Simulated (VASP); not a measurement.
# Ag (Fm-3m) in VASP: further runs

The runs below take Ag through band structure, with PBE, r2SCAN50, B3LYP.

Program: VASP 6.6.1. These are calculated values, not measurements. Logs are shortened: lines on timing, memory, paths and dates and some standing lists are left out, and cuts for length are marked.

### 1 The structure

Symmetry: Fm-3m, No. 225, cubic system. The conventional cell has a = 4.085 Å, b = 4.085 Å, c = 4.085 Å, α = 90.00°, β = 90.00°, γ = 90.00°. Around Ag (site symmetry m-3m) lie 12 Ag at 2.89 Å.

### 2 Band structure, PBE

POSCAR

```
Ag
1.0
    0.0000000000      2.0427500000      2.0427500000
    2.0427500000      0.0000000000      2.0427500000
    2.0427500000      2.0427500000      0.0000000000
Ag
1
Direct
    0.0000000000      0.0000000000      0.0000000000
```

INCAR.step1

```
SYSTEM = Ag
  PREC = Accurate
  ENCUT = 520
  EDIFF = 1E-7
  ISMEAR = -1
  SIGMA = 0.05
  LREAL = .FALSE.
  LASPH = .TRUE.
  NELM = 60
  ALGO = Normal
  ISIF = 2
  LWAVE = .FALSE.
  LCHARG = .TRUE.
  LMAXMIX = 4
  GGA = PE
```

KPOINTS.step1

```
Automatic mesh
0
G
  11 11 11
  0 0 0
```

INCAR.step2

```
SYSTEM = Ag
  PREC = Accurate
  ENCUT = 520
  EDIFF = 1E-7
  ISMEAR = 0
  SIGMA = 0.05
  LREAL = .FALSE.
  LASPH = .TRUE.
  NELM = 60
  ALGO = Normal
  ISIF = 2
  LWAVE = .FALSE.
  LCHARG = .FALSE.
  LMAXMIX = 4
  GGA = PE
  ICHARG = 11
```

KPOINTS.step2

```
path GXWKGLUWLK,UX
20
line-mode
reciprocal
 0.0000000000  0.0000000000  0.0000000000  G
 0.5000000000  0.0000000000  0.5000000000  X

 0.5000000000  0.0000000000  0.5000000000  X
 0.5000000000  0.2500000000  0.7500000000  W

 0.5000000000  0.2500000000  0.7500000000  W
 0.3750000000  0.3750000000  0.7500000000  K

 0.3750000000  0.3750000000  0.7500000000  K
 0.0000000000  0.0000000000  0.0000000000  G

 0.0000000000  0.0000000000  0.0000000000  G
 0.5000000000  0.5000000000  0.5000000000  L

 0.5000000000  0.5000000000  0.5000000000  L
 0.6250000000  0.2500000000  0.6250000000  U

 0.6250000000  0.2500000000  0.6250000000  U
 0.5000000000  0.2500000000  0.7500000000  W

 0.5000000000  0.2500000000  0.7500000000  W
 0.5000000000  0.5000000000  0.5000000000  L

 0.5000000000  0.5000000000  0.5000000000  L
 0.3750000000  0.3750000000  0.7500000000  K

 0.6250000000  0.2500000000  0.6250000000  U
 0.5000000000  0.0000000000  0.5000000000  X
```

Potentials or basis: VASP PAW PBE potentials, release 64 (Ag).

Launch:

```sh
$ cat potpaw_PBE.64/Ag/POTCAR > POTCAR
$ cp INCAR.step1 INCAR
$ cp KPOINTS.step1 KPOINTS
$ mpirun -np 1 vasp_std > vasp.out
$ cp INCAR.step2 INCAR
$ cp KPOINTS.step2 KPOINTS
$ mpirun -np 1 vasp_std > vasp.out
```

OUTCAR:

```text
SYSTEM = Ag
   PREC = Accurate
   ENCUT = 520
   EDIFF = 1E-7
   ISMEAR = 0
   LREAL = .FALSE.
   LASPH = .TRUE.
   NELM = 60
   ISIF = 2
   GGA = PE
   ICHARG = 11

 ion  position               nearest neighbor table
   1  0.000  0.000  0.000-

  LATTYP: Found a face centered cubic cell.
 ALAT       =     4.0855000000

  Lattice vectors:

 A1 = (   0.0000000000,   2.0427500000,   2.0427500000)
 A2 = (   2.0427500000,   0.0000000000,   2.0427500000)
 A3 = (   2.0427500000,   2.0427500000,   0.0000000000)

Analysis of symmetry for initial positions (statically):
=====================================================================
 Subroutine PRICEL returns:
 Original cell was already a primitive cell.

 Routine SETGRP: Setting up the symmetry group for a
 face centered cubic supercell.

 Subroutine GETGRP returns: Found 48 space group operations
 (whereof 48 operations were pure point group operations)
 out of a pool of 48 trial point group operations.

The static configuration has the point symmetry O_h .

Analysis of symmetry for dynamics (positions and initial velocities):
=====================================================================
 Subroutine PRICEL returns:
 Original cell was already a primitive cell.

 Routine SETGRP: Setting up the symmetry group for a
 face centered cubic supercell.

 Subroutine GETGRP returns: Found 48 space group operations
 (whereof 48 operations were pure point group operations)
 out of a pool of 48 trial point group operations.

The dynamic configuration has the point symmetry O_h .

 Subroutine INISYM returns: Found 48 space group operations
 (whereof 48 operations are pure point group operations),
 and found     1 'primitive' translations

----------------------------------------------------------------------------------------

                                     Primitive cell

  volume of cell :      17.0481

  direct lattice vectors                    reciprocal lattice vectors
     0.000000000  2.042750000  2.042750000    -0.244768082  0.244768082  0.244768082
     2.042750000  0.000000000  2.042750000     0.244768082 -0.244768082  0.244768082
     2.042750000  2.042750000  0.000000000     0.244768082  0.244768082 -0.244768082

  length of vectors
     2.888884755  2.888884755  2.888884755     0.423950755  0.423950755  0.423950755

  position of ions in fractional coordinates (direct lattice)
     0.000000000  0.000000000  0.000000000

  ion indices of the primitive-cell ions
   primitive index   ion index
                 1           1

----------------------------------------------------------------------------------------

 KPOINTS: path GXWKGLUWLK,UX

Interpolating k-points between supplied coordinates.

 Line segments in fractional coordinates (reciprocal lattice):
    0.000000  0.000000  0.000000  ...  0.500000  0.000000  0.500000
    0.500000  0.000000  0.500000  ...  0.500000  0.250000  0.750000
    0.500000  0.250000  0.750000  ...  0.375000  0.375000  0.750000
    0.375000  0.375000  0.750000  ...  0.000000  0.000000  0.000000
    0.000000  0.000000  0.000000  ...  0.500000  0.500000  0.500000
    0.500000  0.500000  0.500000  ...  0.625000  0.250000  0.625000
    0.625000  0.250000  0.625000  ...  0.500000  0.250000  0.750000
    0.500000  0.250000  0.750000  ...  0.500000  0.500000  0.500000
    0.500000  0.500000  0.500000  ...  0.375000  0.375000  0.750000
    0.625000  0.250000  0.625000  ...  0.500000  0.000000  0.500000

 Generated    20 points on each line segment, for a total of    200 k-points:

 Following reciprocal coordinates:
            Coordinates               Weight
  0.000000  0.000000  0.000000      0.005000
  0.026316  0.000000  0.026316      0.005000
  0.052632  0.000000  0.052632      0.005000
  0.078947  0.000000  0.078947      0.005000
  0.105263  0.000000  0.105263      0.005000
  0.131579  0.000000  0.131579      0.005000
[... 16 lines left out ...]
  0.500000  0.026316  0.526316      0.005000
  0.500000  0.039474  0.539474      0.005000
 [... further k-points ...]
   k-points           NKPTS =    200   k-points in BZ     NKDIM =    200   number of bands    NBANDS=      9
   number of dos      NEDOS =    301   number of ions     NIONS =      1
   total plane-waves  NPLWV =  13824
   dimension x,y,z NGX =    24 NGY =   24 NGZ =   24
   dimension x,y,z NGXF=    48 NGYF=   48 NGZF=   48
   ions per type =               1
   NGX,Y,Z   is equivalent  to a cutoff of  13.81, 13.81, 13.81 a.u.
   NGXF,Y,Z  is equivalent  to a cutoff of  27.62, 27.62, 27.62 a.u.
 SYSTEM =  Ag
   PREC   = accura    normal or accurate (medium, high low for compatibility)
   ISTART =      0    job   : 0-new  1-cont  2-samecut
   ICHARG =     11    charge: 1-file 2-atom 10-const
   ISPIN  =      1    spin polarized calculation?
   LNONCOLLINEAR =      F non collinear calculations
   LSORBIT =      F    spin-orbit coupling
   LASPH  =      T    aspherical Exc in radial PAW
   ENCUT  =  520.0 eV  38.22 Ry    6.18 a.u.   5.37  5.37  5.37*2*pi/ulx,y,z
   NELM   =     60;   NELMIN=  2; NELMDL=  0     # of ELM steps
   EDIFF  = 0.1E-06   stopping-criterion for ELM
   LREAL  =      F    real-space projection
   EDIFFG = 0.1E-05   stopping-criterion for IOM
   NSW    =      0    number of steps for IOM
   IBRION =     -1    ionic relax: 0-MD 1-quasi-New 2-CG
   NFREE  =      0    steps in history (QN), initial steepest desc. (CG)
   ISIF   =      2    stress and relaxation
   ISYM   =      2    0-nonsym 1-usesym 2-fastsym
   POTIM  = 0.5000    time-step for ionic-motion
   TEBEG  =    0.0;   TEEND  =   0.0 temperature during run
   PSTRESS=    0.0 pullay stress
   NELECT =      11.0000    total number of electrons
   NUPDOWN=      -1.0000    fix difference up-down
   EMIN   =  10.00;   EMAX   =-10.00  energy-range for DOS
   EFERMI =   0.00;   METHOD = LEGACY
   ISMEAR =     0;   SIGMA  =   0.05  broadening in eV -4-tet -1-fermi 0-gaus
   EFERMI_NEDOS =   21; number of points for ismear=-14 and -15
   IALGO  =     38    algorithm
   IMIX   =      4    mixing-type and parameters
     AMIX     =   0.40;   BMIX     =  1.00
     AMIX_MAG =   1.60;   BMIX_MAG =  1.00
  volume/ion in A,a.u.               =      17.05       115.05
  Fermi-wavevector in a.u.,A,eV,Ry     =   1.414644  2.673290 27.228221  2.001218
  Thomas-Fermi vector in A             =   2.536165
   LORBIT       =      0    0 simple, 1 ext, 2 COOP (PROOUT), +10 PAW based schemes
   GGA     = PE    functional components
   LHFCALC =     F    Hartree Fock is set to
   AEXX    =    0.0000 exact exchange contribution
   IVDW    =     0    specifies the selected vdW correction
   LEPSILON=     F    determine dielectric tensor
   LRPA    =     F    only Hartree local field effects (RPA)
 non-spin polarized calculation
 Gauss-broadening in eV      SIGMA  =   0.05
  energy-cutoff  :      520.00
  volume of cell :       17.05
 maximum number of plane-waves:       477
 NGX is ok and might be reduce to    24

 number of electron      10.9999999 magnetization

 Free energy of the ion-electron system (eV)
  ---------------------------------------------------
  ext. energy  EPLUGINS =         0.00000000
  ---------------------------------------------------
  free energy    TOTEN  =        -1.41525612 eV

  energy without entropy =       -1.41486988  energy(sigma->0) =       -1.41506300

 E-fermi :  10.4933     XC(G=0): -12.2123

 val. band max:       10.3860064271   @ k =   0.5395   0.0789   0.5395
 cond. band min:      10.5042367687   @ k =   0.5461   0.0921   0.5461
 fundamental gap:      0.1182303416
 Fermi energy:        10.4932557890

 k-point     1 :       0.0000    0.0000    0.0000
  band No.  band energies     occupation
      1       0.6624      2.00000
      2       3.6172      2.00000
      3       3.6172      2.00000
      4       3.6172      2.00000
      5       4.6506      2.00000
      6       4.6506      2.00000
      7      24.4562      0.00000
      8      28.0358      0.00000
      9      28.0359      0.00000

 k-point     2 :       0.0263    0.0000    0.0263
  band No.  band energies     occupation
      1       0.6915      2.00000
      2       3.6056      2.00000
      3       3.6277      2.00000
      4       3.6277      2.00000
      5       4.6390      2.00000
      6       4.6556      2.00000
      7      24.4670      0.00000
      8      27.9035      0.00000
      9      27.9661      0.00000

 k-point     3 :       0.0526    0.0000    0.0526
  band No.  band energies     occupation
      1       0.7784      2.00000
      2       3.5714      2.00000
      3       3.6593      2.00000
      4       3.6593      2.00000
      5       4.6049      2.00000
      6       4.6702      2.00000
      7      24.4988      0.00000
      8      27.5634      0.00000
      9      27.7545      0.00000

 k-point     4 :       0.0789    0.0000    0.0789
  band No.  band energies     occupation
      1       0.9210      2.00000
      2       3.5158      2.00000
      3       3.7116      2.00000
      4       3.7116      2.00000
      5       4.5511      2.00000
      6       4.6942      2.00000
      7      24.5497      0.00000
      8      27.1213      0.00000
      9      27.3992      0.00000

 k-point     5 :       0.1053    0.0000    0.1053
  band No.  band energies     occupation
      1       1.1159      2.00000
      2       3.4409      2.00000
      3       3.7840      2.00000
      4       3.7840      2.00000
      5       4.4827      2.00000
      6       4.7271      2.00000
      7      24.6170      0.00000
      8      26.6543      0.00000
      9      26.9102      0.00000

 k-point     6 :       0.1316    0.0000    0.1316
  band No.  band energies     occupation
      1       1.3564      2.00000
      2       3.3495      2.00000
      3       3.8757      2.00000
      4       3.8757      2.00000
      5       4.4081      2.00000
      6       4.7679      2.00000
      7      24.6971      0.00000
      8      26.1999      0.00000
      9      26.3120      0.00000
[... 169 lines left out ...]
 k-point    21 :       0.5000    0.0000    0.5000
  band No.  band energies     occupation
      1       1.9826      2.00000
      2       2.1217      2.00000
      3       5.4134      2.00000
      4       5.6533      2.00000
      5       5.6533      2.00000
      6      10.0366      2.00000
      7      15.1719      0.00000
      8      19.0972      0.00000
      9      19.0972      0.00000

 k-point    22 :       0.5000    0.0132    0.5132
  band No.  band energies     occupation
      1       1.9865      2.00000
      2       2.1252      2.00000
      3       5.4095      2.00000
      4       5.6389      2.00000
      5       5.6533      2.00000
      6      10.0570      2.00000
      7      15.1726      0.00000
      8      19.0727      0.00000
      9      19.0736      0.00000

 k-point    23 :       0.5000    0.0263    0.5263
  band No.  band energies     occupation
      1       1.9982      2.00000
      2       2.1355      2.00000
      3       5.3979      2.00000
      4       5.5966      2.00000
      5       5.6533      2.00000
      6      10.1173      2.00000
      7      15.1748      0.00000
      8      19.0013      0.00000
      9      19.0038      0.00000

 k-point    24 :       0.5000    0.0395    0.5395
  band No.  band energies     occupation
      1       2.0175      2.00000
      2       2.1529      2.00000
      3       5.3786      2.00000
      4       5.5286      2.00000
      5       5.6534      2.00000
      6      10.2152      2.00000
      7      15.1784      0.00000
      8      18.8888      0.00000
      9      18.8907      0.00000

 [... further k-points ...]

------------------------ aborting loop because EDIFF is reached ----------------------------------------

  FORCE on cell =-STRESS in cart. coord.  units (eV):
  Direction    XX          YY          ZZ          XY          YZ          ZX
  --------------------------------------------------------------------------------------
  -------------------------------------------------------------------------------------
  Total        1.1323797      1.1323797      1.1323797      0.0000000      0.0000000      0.0000000
  in kB      106.4209193    106.4209193    106.4209193      0.0000000      0.0000000      0.0000000
  external PRESSURE =     106.4209193 kB  Pullay stress =       0.0000000 kB

 VOLUME and BASIS-vectors are now :
 -----------------------------------------------------------------------------
  energy-cutoff  :      520.00
  volume of cell :       17.05
      direct lattice vectors                 reciprocal lattice vectors
     0.000000000  2.042750000  2.042750000    -0.244768082  0.244768082  0.244768082
     2.042750000  0.000000000  2.042750000     0.244768082 -0.244768082  0.244768082
     2.042750000  2.042750000  0.000000000     0.244768082  0.244768082 -0.244768082

 POSITION                                       TOTAL-FORCE (eV/Angst)
 -----------------------------------------------------------------------------------
      0.00000      0.00000      0.00000        -0.000000     -0.000000     -0.000000
 -----------------------------------------------------------------------------------
    total drift:                                0.000000      0.000000      0.000000

  FREE ENERGIE OF THE ION-ELECTRON SYSTEM (eV)
  ---------------------------------------------------
  free  energy   TOTEN  =        -1.4152561165 eV

  energy  without entropy=       -1.4148698754  energy(sigma->0) =       -1.41506300
```

It took 38 s on 1 thread of AMD EPYC 7R43 (Zen 3), shared host; peak memory 0.12 GiB.

Results:

| Quantity | Value |
| --- | --- |
| Band gap along the path | none (metal or under the smearing width) |

Levels at the corners of the path, in eV from the Fermi level:
| point | band 1 | band 2 | band 3 | band 4 | band 5 | band 6 | band 7 | band 8 | band 9 |
| --- | --- | --- | --- | --- | --- | --- | --- | --- | --- |
| Γ | -8.02 | -5.06 | -5.06 | -5.06 | -4.03 | -4.03 | 15.78 | 19.36 | 19.36 |
| X | -6.70 | -6.56 | -3.27 | -3.03 | -3.03 | 1.36 | 6.49 | 10.42 | 10.42 |
| X | -6.70 | -6.56 | -3.27 | -3.03 | -3.03 | 1.36 | 6.49 | 10.42 | 10.42 |
| W | -5.95 | -5.33 | -5.33 | -4.02 | -3.03 | 5.71 | 5.71 | 6.75 | 7.94 |
| W | -5.95 | -5.33 | -5.33 | -4.02 | -3.03 | 5.71 | 5.71 | 6.75 | 7.94 |
| K | -6.26 | -5.84 | -4.34 | -3.81 | -3.31 | 4.04 | 5.01 | 6.89 | 12.52 |
| K | -6.26 | -5.84 | -4.34 | -3.81 | -3.31 | 4.04 | 5.01 | 6.89 | 12.52 |
| Γ | -8.02 | -5.06 | -5.06 | -5.06 | -4.03 | -4.03 | 15.78 | 19.36 | 19.36 |
| Γ | -8.02 | -5.06 | -5.06 | -5.06 | -4.03 | -4.03 | 15.78 | 19.36 | 19.36 |
| L | -6.65 | -5.08 | -5.08 | -3.23 | -3.23 | -0.65 | 3.35 | 15.01 | 17.63 |
| L | -6.65 | -5.08 | -5.08 | -3.23 | -3.23 | -0.65 | 3.35 | 15.01 | 17.63 |
| U | -6.26 | -5.84 | -4.34 | -3.81 | -3.31 | 4.04 | 5.01 | 6.89 | 12.52 |
| U | -6.26 | -5.84 | -4.34 | -3.81 | -3.31 | 4.04 | 5.01 | 6.89 | 12.52 |
| W | -5.95 | -5.33 | -5.33 | -4.02 | -3.03 | 5.71 | 5.71 | 6.75 | 7.94 |
| W | -5.95 | -5.33 | -5.33 | -4.02 | -3.03 | 5.71 | 5.71 | 6.75 | 7.94 |
| L | -6.65 | -5.08 | -5.08 | -3.23 | -3.23 | -0.65 | 3.35 | 15.01 | 17.63 |
| L | -6.65 | -5.08 | -5.08 | -3.23 | -3.23 | -0.65 | 3.35 | 15.01 | 17.63 |
| K | -6.26 | -5.84 | -4.34 | -3.81 | -3.31 | 4.04 | 5.01 | 6.89 | 12.52 |
| U | -6.26 | -5.84 | -4.34 | -3.81 | -3.31 | 4.04 | 5.01 | 6.89 | 12.52 |
| X | -6.70 | -6.56 | -3.27 | -3.03 | -3.03 | 1.36 | 6.49 | 10.42 | 10.42 |

Caveat: the log is that of the step along the path at fixed density, whose energy, stress, charges and moments have no meaning.

(Part 1 of 3 ends here.)
